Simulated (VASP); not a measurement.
Write the native input for VASP 6.6.1 that does the following.

- Task: relaxation of cell and atoms
- Functional: PBE
- Potentials or basis: VASP PAW PBE potentials, release 54 (Pb)
- Cutoff: 580 eV
- k mesh: 9 × 9 × 9
- Occupations: fermi-dirac, width 0.05 eV
- Spin: no spin polarisation
- Further INCAR settings: ALGO = Fast; EDIFF = 1e-07; IBRION = 2; EDIFFG = -0.01; NSW = 40; ISIF = 3

The structure of Pb lies in POSCAR:

```
Pb
1.0
    0.0000000000      2.4750200000      2.4750200000
    2.4750200000      0.0000000000      2.4750200000
    2.4750200000      2.4750200000      0.0000000000
Pb
1
Direct
    0.0000000000      0.0000000000      0.0000000000
```

The input as run:

INCAR

```
SYSTEM = Pb
ALGO = Fast
EDIFF = 1E-7
EDIFFG = -0.01
ENCUT = 580
GGA = PE
IBRION = 2
ISIF = 3
ISMEAR = -1
LASPH = .TRUE.
LCHARG = .FALSE.
LREAL = .FALSE.
LWAVE = .FALSE.
NELM = 80
NSW = 40
PREC = Accurate
SIGMA = 0.05
```

KPOINTS

```
k-points
0
G
  9 9 9
  0 0 0
```

Potentials or basis: VASP PAW PBE potentials, release 54 (Pb).

The run is started by

```bash
$ cat potpaw_PBE.54/Pb/POTCAR > POTCAR
$ mpirun -np 1 vasp_std > vasp.out
```

It gave:

The relaxed volume is 31.67 Å³/atom. The relaxed cell is a = 3.551 Å, b = 3.551 Å, c = 3.551 Å, α = 60.00°, β = 60.00°, γ = 60.00° and the space group after relaxing (to 0.05 Å) is Fm-3m (No. 225). The energy gained by relaxing is 8.0 meV/atom. The ionic steps are 3 and the pressure after relaxing is 0.0 GPa. The band gap on the k mesh is none (metal or under the smearing width).

Wall time 11 s on 1 thread of AMD EPYC 9R45 96-Core Processor (Zen 5), on a shared host, peak memory 0.14 GiB.
